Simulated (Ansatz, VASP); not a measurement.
BiTe in VASP and in Ansatz

Contents of INCAR:

```
SYSTEM = BiTe
PREC = Accurate ; ENCUT = 520
EDIFF = 1E-7 ; ISMEAR = 0
SIGMA = 0.05 ; LREAL = .False.
LASPH = .True. ; NELM = 80
ALGO = Normal ; ISIF = 2
LWAVE = .False. ; LCHARG = .True.
GGA = PE ; LELF = .True.
LVHAR = .True. ; NBANDS = 18
```

The input KPOINTS:

```
Automatic mesh
0
Gamma
  8 8 8
  0 0 0
```

Contents of POSCAR:

```
BiTe
1.0
    0.0000000000      3.6704371819      3.6704371819
    3.6704371819      0.0000000000      3.6704371819
    3.6704371819      3.6704371819      0.0000000000
Bi Te
1 1
Direct
    0.0000000000      0.0000000000      0.0000000000
    0.2500000000      0.2500000000      0.2500000000
```

Input for Ansatz:

```yaml
crystal:
  lattice:
    - [0.0, 3.6704371819, 3.6704371819]
    - [3.6704371819, 0.0, 3.6704371819]
    - [3.6704371819, 3.6704371819, 0.0]
  atoms:
    - { symbol: Bi, position: [0.0, 0.0, 0.0] }
    - { symbol: Te, position: [0.25, 0.25, 0.25] }
basis:
  ecutwfc: 420
  ecutrho_ratio: 4
kpoints:
  mp_grid: { grid: [8, 8, 8] }
hamiltonian:
  xc: pbe
scf:
  occupations: { method: gaussian, width: 0.05 }
output:
  forces: true
  stress: true
  eigenvalues: true
  write_density: true
  write_potential: true
  elf: true
  volumetric_format: npy
```

Alike in both runs: task single point; functional PBE; k mesh 8 × 8 × 8; occupations gaussian, width 0.05 eV; no spin polarisation.

|  | VASP | Ansatz |
| --- | --- | --- |
| version | VASP 6.6.1 | Ansatz 0.2.0 |
| potentials or method | VASP PAW PBE potentials, release 64 (Bi_d, Te) | scalar-relativistic, plane waves, PAW |
| plane-wave cutoff (eV) | 520 | 420 |
| valence electrons in the cell | 21 | 31 |

```tsv
	VASP	Ansatz	Ansatz less VASP
gap on the k mesh at the Fermi level (eV)	none	none	-
pressure (GPa)	-1.0	-1.0	+0.03
```

A gap of «none» marks a metal or a gap that the smearing closes. The two sets of potentials don't hold the same shells in valence.

Caveats: spin-orbit coupling is left out, which moves the levels of the heavy elements.
